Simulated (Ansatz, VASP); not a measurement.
InAs in VASP and in Ansatz

Contents of INCAR:

```
SYSTEM = InAs
ALGO = Normal ; EDIFF = 1E-7
ENCUT = 520 ; GGA = CA
ISIF = 2 ; ISMEAR = 0
LASPH = .TRUE. ; LCHARG = .FALSE.
LREAL = .FALSE. ; LWAVE = .FALSE.
NBANDS = 16 ; NELM = 100
PREC = Accurate ; SIGMA = 0.1
```

The input KPOINTS:

```
k-points
0
G
  6 6 6
  0 0 0
```

Contents of POSCAR:

```
InAs
1.0
    0.0000000000      3.0535616600      3.0535616600
    3.0535616600      0.0000000000      3.0535616600
    3.0535616600      3.0535616600      0.0000000000
In As
1 1
Direct
    0.0000000000      0.0000000000      0.0000000000
    0.2500000000      0.2500000000      0.2500000000
```

Input for Ansatz:

```yaml
crystal:
  lattice:
    - [0.0, 3.05356166, 3.05356166]
    - [3.05356166, 0.0, 3.05356166]
    - [3.05356166, 3.05356166, 0.0]
  atoms:
    - { symbol: In, position: [0.0, 0.0, 0.0] }
    - { symbol: As, position: [0.25, 0.25, 0.25] }
basis:
  ecutwfc: 420
kpoints:
  mp_grid: { grid: [6, 6, 6] }
hamiltonian:
  xc: lda
  pseudopotentials: { kind: paw }
scf:
  occupations: { method: gaussian, width: 0.1 }
output:
  forces: true
  stress: true
  eigenvalues: true
```

The cell was built by a generator and isn't the measured one.

Alike in both runs: task single point; functional LDA; k mesh 6 × 6 × 6; occupations gaussian, width 0.1 eV; no spin polarisation.

```csv
,VASP,Ansatz
version,VASP 6.6.1,Ansatz 0.2.0
potentials or method,"VASP PAW LDA potentials, release 64 (In_d, As)","scalar-relativistic, plane waves, PAW"
plane-wave cutoff (eV),520,420
valence electrons in the cell,18,28
```

VASP gave:

| Quantity | Value |
| --- | --- |
| gap on the k mesh at the Fermi level (eV) | none |
| pressure (GPa) | -2.0 |

Task: Estimate Ansatz's values.

Result: gap on the k mesh at the Fermi level (eV): none; pressure (GPa): -2.1.

A gap of «none» marks a metal or a gap that the smearing closes. The two sets of potentials don't hold the same shells in valence.

Caveats: this crystal is a semiconductor, whose small gap the functional closes, so the metal is an error of the method.
